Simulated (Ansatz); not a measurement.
Nb: single point with PBEsol

Crystal: Nb.

```
CELL_PARAMETERS angstrom
-1.66395 1.66395 1.66395
1.66395 -1.66395 1.66395
1.66395 1.66395 -1.66395
ATOMIC_POSITIONS crystal
Nb 0.00000 0.00000 0.00000
```

```json
{
 "Program": "Ansatz 0.2.0",
 "Task": "single point",
 "Functional": "PBEsol",
 "Potentials or basis": "all-electron LAPW, scalar-relativistic",
 "Cutoff": "217 eV (chosen from the basis error)",
 "Basis error allowed": "0.001 eV/atom",
 "k mesh": "11 × 11 × 11",
 "Occupations": "fermi-dirac, width 0.05 eV",
 "Spin": "no spin polarisation"
}
```

```
Pressure               : -7.8 GPa
Band gap on the k mesh : none (metal or under the smearing width)
```

Levels at points of the mesh, in eV from the Fermi level:
```
           k point  band 10  band 11  band 12  band 13  band 14  band 15  band 16  band 17  band 18  band 19
(0.00, 0.00, 0.00)   -29.62   -29.62   -29.62    -5.86     0.40     0.40     0.40     3.24     3.24    14.10
```

It took 4.1 s on 1 thread of Arm Neoverse V2, on a shared host, peak memory 0.24 GiB.
